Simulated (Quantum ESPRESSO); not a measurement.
SrO:

```xyz
2
Lattice="0.0000 2.5663 2.5663 2.5663 0.0000 2.5663 2.5663 2.5663 0.0000" Properties=species:S:1:pos:R:3 pbc="T T T"
Sr    2.5663    2.5663    2.5663
O     0.0000    0.0000    0.0000
```

| Property | Result |
| --- | --- |
| Program | Quantum ESPRESSO 7.5 |
| Task | phonon dispersion |
| Functional | optB86b-vdW |
| Potentials or basis | PseudoDojo 0.4.1 SR PBE standard |
| Cutoff | 1143 eV |
| Density cutoff | 4572 eV |
| k mesh | 4 × 4 × 4, shifted |
| Occupations | fermi-dirac, width 0.05 eV |
| Spin | no spin polarisation |
| Mixing beta | 0.5 |
| Most SCF iterations | 120 |
| SCF threshold | 4e-10 Ry |
| q mesh | 2 × 2 × 2 |

The first run showed a gap, so the response started from a second, tighter run with fixed occupations.

**Question.** What are the zero-point energy, and the vibrational entropy and heat capacity at 300 K?

**Answer.** Zero-point energy 42.7 meV/atom; entropy 3.21 k_B/atom (26.7 J/(K·mol of atoms)); Cv 2.68 k_B/atom, 89 % of the classical limit. These are harmonic values without the electrons' part.

Phonon frequencies at the corners of the path (cm⁻¹, interpolated; i marks imaginary ones):
| point | frequencies |
| --- | --- |
| Γ | 0 0 0 222 222 470 |
| X | 126 126 193 261 261 327 |
| W | 142 168 168 294 310 310 |
| K | 120 168 181 271 319 324 |
| L | 108 108 230 295 295 440 |
| U | 120 168 181 271 319 324 |

Harmonic thermodynamics per atom at this volume (zero-point energy 42.7 meV):
| T (K) | free energy (meV) | entropy (k_B) | heat capacity Cv (k_B) |
| --- | --- | --- | --- |
| 50 | 42.5 | 0.19 | 0.52 |
| 100 | 40.3 | 0.85 | 1.43 |
| 200 | 27.0 | 2.18 | 2.36 |
| 300 | 3.6 | 3.21 | 2.68 |
| 500 | -64.9 | 4.64 | 2.88 |
| 800 | -203.8 | 6.01 | 2.95 |

Phonon states per cell in windows of 25 cm⁻¹ (negative: imaginary):
| from (cm⁻¹) | total | Sr | O |
| --- | --- | --- | --- |
| 0 | 0.00 | 0.00 | 0.00 |
| 25 | 0.01 | 0.01 | 0.00 |
| 50 | 0.06 | 0.06 | 0.01 |
| 75 | 0.23 | 0.21 | 0.01 |
| 100 | 1.02 | 1.00 | 0.02 |
| 125 | 0.58 | 0.57 | 0.01 |
| 150 | 0.30 | 0.29 | 0.01 |
| 175 | 0.62 | 0.61 | 0.02 |
| 200 | 0.17 | 0.17 | 0.00 |
| 225 | 0.07 | 0.01 | 0.07 |
| 250 | 0.57 | 0.02 | 0.55 |
| 275 | 1.01 | 0.01 | 1.00 |
| 300 | 0.34 | 0.00 | 0.33 |
| 325 | 0.15 | 0.00 | 0.15 |
| 350 | 0.19 | 0.00 | 0.18 |
| 375 | 0.19 | 0.00 | 0.18 |
| 400 | 0.22 | 0.01 | 0.21 |
| 425 | 0.18 | 0.01 | 0.17 |
| 450 | 0.06 | 0.01 | 0.05 |

A q mesh this small can miss soft modes between its points.

Caveat: the k mesh is coarse; before the sum rule the acoustic modes lie tens of cm⁻¹ from zero, a sign that the density grid also shifts the optical modes; the q mesh is small, so phonon branches between its points and thermal values are rough.
